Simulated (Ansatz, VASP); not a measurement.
Hf: VASP beside Ansatz

```
Hf
1.0
     0.00000    2.20510    2.20510
     2.20510    0.00000    2.20510
     2.20510    2.20510    0.00000
Hf
1
Cartesian
  0.0000 0.0000 0.0000
```

Change from the starting cell: volume scaled by 0.98.

Alike in both runs: task single point; functional PBE; k mesh 10 × 10 × 10; occupations fermi-dirac, width 0.05 eV; no spin polarisation.

|  | VASP | Ansatz |
| --- | --- | --- |
| version | VASP 6.6.1 | Ansatz 0.2.0 |
| potentials or method | VASP PAW PBE potentials, release 64 (Hf_pv) | Ansatz PAW |
| plane-wave cutoff (eV) | 520 | 420 |
| valence electrons in the cell | 10 | 26 |

Ansatz gave:

- gap on the k mesh at the Fermi level (eV): none
- pressure (GPa): 5.4

Task: Which values does VASP return?

Result: gap on the k mesh at the Fermi level (eV): none; pressure (GPa): 5.0.

A gap of «none» marks a metal or a gap that the smearing closes. The two sets of potentials don't hold the same shells in valence.

Spin-orbit coupling is left out, which matters for the levels of Hf.
